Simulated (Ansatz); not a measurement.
Crystal: LiH.

```
Li H
1.0
     0.00000    2.03675    2.03675
     2.03675    0.00000    2.03675
     2.03675    2.03675    0.00000
Li H
1 1
Direct
  0.00000 0.00000 0.00000
  0.50000 0.50000 0.50000
```

Base run:

| Property | Result |
| --- | --- |
| Program | Ansatz 0.2.0 |
| Functional | LDA |
| Potentials or basis | all-electron LAPW, scalar-relativistic |
| Cutoff | 174 eV |
| Density cutoff | 698 eV |
| Basis error allowed | 0.001 eV/atom |
| k mesh | 11 × 11 × 11 |
| Occupations | fermi-dirac, width 0.05 eV |
| Spin | no spin polarisation |

Its results: band gap on the k mesh 2.85 eV, direct; pressure -4.1 GPa.

Question: After a change of settings the same cell gave: band gap on the k mesh 3.64 eV, direct; pressure -1.1 GPa. Which change was it?
A. functional from LDA to RPBE; occupations from fermi-dirac, width 0.05 eV to gaussian, width 0.05 eV
B. functional from LDA to BLYP; occupations from fermi-dirac, width 0.05 eV to gaussian, width 0.01 eV
C. functional from LDA to PBEsol
D. functional from LDA to PBE; occupations from fermi-dirac, width 0.05 eV to gaussian, width 0.02 eV

Answer: B.

Caveats: the mesh misses the band edges, which the band path finds closer together.

Not every run made on this cell is shown here.
